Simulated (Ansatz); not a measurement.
I need a phonon calculation by finite displacements of GaSb, space group Immm. Use Ansatz 0.2.0 through its Python package. Level of theory: LDA, PAW, cutoff 420 eV, 6×6×6 k-points, Fermi-Dirac smearing of 0.1 eV.

```yaml
crystal:
  lattice:
    - [-1.55590, 2.67500, 2.89331]
    - [1.55590, -2.67500, 2.89331]
    - [1.55590, 2.67500, -2.89331]
  atoms:
    - { symbol: Ga, position: [0.00000, 0.00000, 0.00000] }
    - { symbol: Sb, position: [0.50000, 0.50000, 0.00000] }
```

The script, `gasb_phonons.py`:
```python
"""Lattice dynamics of GaSb in a supercell."""

from dataclasses import dataclass
from pathlib import Path

import ansatz as az
from ase import Atoms
import numpy as np


@dataclass(frozen=True)
class RunConfig:
    functional: str = "lda"
    cutoff_ev: int = 420
    occupations: str = "fermi_dirac"
    smearing_width: float = 0.1
    tolerance: float = 1e-08
    mesh: tuple[int, ...] = (6, 6, 6)


settings = RunConfig()

atoms = Atoms(
    ["Ga", "Sb"],
    scaled_positions=[
        [0.0, 0.0, 0.0],
        [0.5, 0.5, 0.0],
    ],
    cell=[
        [-1.555901, 2.675003, 2.893313],
        [1.555901, -2.675003, 2.893313],
        [1.555901, 2.675003, -2.893313],
    ],
    pbc=True,
)
gasb = az.Crystal.from_ase(atoms)
path = [
    ("G", (0.0, 0.0, 0.0)),
    ("R", (0.0, 0.5, 0.0)),
    ("W", (0.25, 0.25, 0.25)),
    ("S", (0.5, 0.0, 0.0)),
    ("G", (0.0, 0.0, 0.0)),
    ("T", (0.0, 0.0, 0.5)),
]

# the k mesh has to be a multiple of the supercell
calc = (
    gasb.calculation()
    .functional(settings.functional)
    .pseudopotentials("paw")
    .basis(settings.cutoff_ev)
    .occupations(settings.occupations, width=settings.smearing_width)
    .scf(tolerance=settings.tolerance)
    .kpoints(*settings.mesh)
    .phonons("fd", supercell=2, amplitude=0.01, path=[q for _, q in path], intervals=6, temperatures=(0, 600, 100))
)
out = calc.run(threads=1, pin="off", runs_dir="phonon_runs")
folder = Path(out.output_folder) / "results"
ph = out.phonons

for mode, w in enumerate(ph.gamma_omega_inv_cm, start=1):
    print(f"Gamma mode {mode:2d}: {w:8.1f} 1/cm  {w / 33.35641:7.3f} THz")
print(f"{ph.n_members} displaced supercells, sum-rule residual {ph.asr_residual_pre_ev_ang2:.1e} eV/A^2")
table = np.loadtxt(folder / "phbands.tsv", comments="#")
n_modes = len(ph.gamma_omega_inv_cm)
omega = table[:, 1 : 1 + n_modes]
print("q distance and wavenumbers (1/cm)")
for row in table[::2]:
    print(f"{row[0]:7.3f}", " ".join(f"{v:7.1f}" for v in row[1 : 1 + n_modes]))
# a negative number stands for an imaginary frequency
print(f"lowest {omega.min():.1f}, highest {omega.max():.1f} 1/cm on the path;", "unstable" if omega.min() < -10 else "no imaginary branch")
sums = ph.harmonic_sums
print(f"zero-point energy {1000 * sums.zero_point_energy_ev:.2f} meV per cell")
t, f_vib = np.asarray(sums.temperatures_k), np.asarray(sums.vibrational_free_energy_ev)
for temperature, value in zip(t, f_vib):
    print(f"T = {temperature:6.0f} K   F_vib = {1000 * value:9.2f} meV per cell")
```

```console
$ python gasb_phonons.py
RunWarning: on the 16×22×24 q-mesh 1112 entries of the irreducible table, 2.659e-1 modes per cell, the lowest at -45.46 cm⁻¹, stand at or below zero and are read as no rigid motion or as one in [...]
Gamma mode  1:    -45.5 1/cm   -1.363 THz
Gamma mode  2:      0.0 1/cm    0.000 THz
Gamma mode  3:      0.0 1/cm    0.000 THz
Gamma mode  4:      0.0 1/cm    0.000 THz
Gamma mode  5:     87.9 1/cm    2.635 THz
Gamma mode  6:    124.6 1/cm    3.736 THz
2 displaced supercells, sum-rule residual 1.5e-04 eV/A^2
q distance and wavenumbers (1/cm)
  0.000   -45.5     0.0     0.0     0.0    87.9   124.6
  0.382   -19.1    24.6    41.7    48.4    85.3   125.5
  0.764    46.7    57.7    70.2    77.5    83.5   127.5
  1.146    63.1    66.1    76.1    76.9    96.2   128.7
  1.342    57.2    60.7    82.8    82.8    95.1   128.8
  1.538    44.6    58.9    88.4    92.6    92.9   128.9
  1.734    38.4    58.5    90.4    91.6    97.0   129.0
  2.070    40.0    60.6    84.0    89.5    97.7   131.1
  2.407    32.8    56.1    74.8    85.2   103.5   135.7
  2.743    17.0    50.8    73.4    83.0   107.3   138.3
  3.010   -15.4    43.3    63.9    73.0   103.9   133.4
  3.276   -37.6    24.0    37.0    44.0    93.7   126.8
  3.543   -45.5     0.0     0.0     0.0    87.9   124.6
  3.932   -26.5    -8.4    24.5    44.7    79.5   126.2
  4.321   -14.9    28.3    41.4    68.8    77.6   129.7
  4.711   -18.0    11.3    47.1    73.4    89.6   131.6
lowest -45.5, highest 138.3 1/cm on the path; unstable
zero-point energy 26.44 meV per cell
T =      0 K   F_vib =     26.44 meV per cell
T =    100 K   F_vib =     -0.40 meV per cell
T =    200 K   F_vib =    -73.50 meV per cell
T =    300 K   F_vib =   -171.53 meV per cell
T =    400 K   F_vib =   -286.12 meV per cell
T =    500 K   F_vib =   -413.10 meV per cell
T =    600 K   F_vib =   -549.98 meV per cell
```
(Warnings from the package without file and line, shortened.)

The cell isn't relaxed first, so the values belong to this volume. For a metal this mesh is far too coarse, so the numbers only illustrate the procedure. No non-analytic term is added, so at the zone centre the longitudinal optical modes of a polar crystal aren't split off. Some modes are imaginary (printed negative) at these settings, from an unstable structure or from unconverged force constants, so sums over modes carry no meaning. This cell is a computed structure, which may not be the phase found in nature. The structure is taken as given and the supercell is small; imaginary modes can come from an unrelaxed or unstable start. Wall time of the script: 2.1 min on 1 thread of Intel(R) Xeon(R) Platinum 8259CL CPU @ 2.50GHz (Skylake/Cascade Lake), with other jobs on the host, peak memory 1.2 GiB.

(Lines on the test bed's own set-up are left out of the output.)
